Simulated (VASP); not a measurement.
HfN under changes of volume

One of the cells (11.426 Å³/atom); the others are scaled copies at fixed shape and fractional positions:

```
CELL_PARAMETERS angstrom
0.00000 2.25233 2.25233
2.25233 0.00000 2.25233
2.25233 2.25233 0.00000
ATOMIC_POSITIONS crystal
Hf 0.00000 0.00000 0.00000
N 0.50000 0.50000 0.50000
```

* Program: VASP 6.6.1
* Functional: PBE
* Dispersion: D3(BJ)
* Potentials or basis: VASP PAW PBE potentials, release 64 (Hf_pv, N)
* Cutoff: 520 eV
* k mesh: 8 × 8 × 8
* Occupations: fermi-dirac, width 0.05 eV
* Spin: no spin polarisation

```csv
volume (Å³/atom),energy over the lowest point (meV/atom),pressure (GPa)
10.969,?,?
11.197,4.47,6.1
11.426,0.00,0.1
11.655,3.61,-5.3
11.883,14.55,-10.1
```

**Question.** What does the run at 10.969 Å³/atom give?

**Answer.** Energy over the lowest point 17.96 meV/atom; pressure 12.8 GPa.

Worked out: A Birch-Murnaghan fit of order 2 (a polynomial in V^(-2/3)) to the other rows has its minimum at 11.43 Å³/atom with B0 = V·E''(V) = 282 GPa. It gives 17.86 meV/atom at 10.969 Å³/atom, against the run's 17.96, and -dE/dV = 12.7 GPa, against 12.8.

Energies are extrapolated to zero smearing.

Caveats: pairwise dispersion overbinds metals, which lowers pressure and volume.
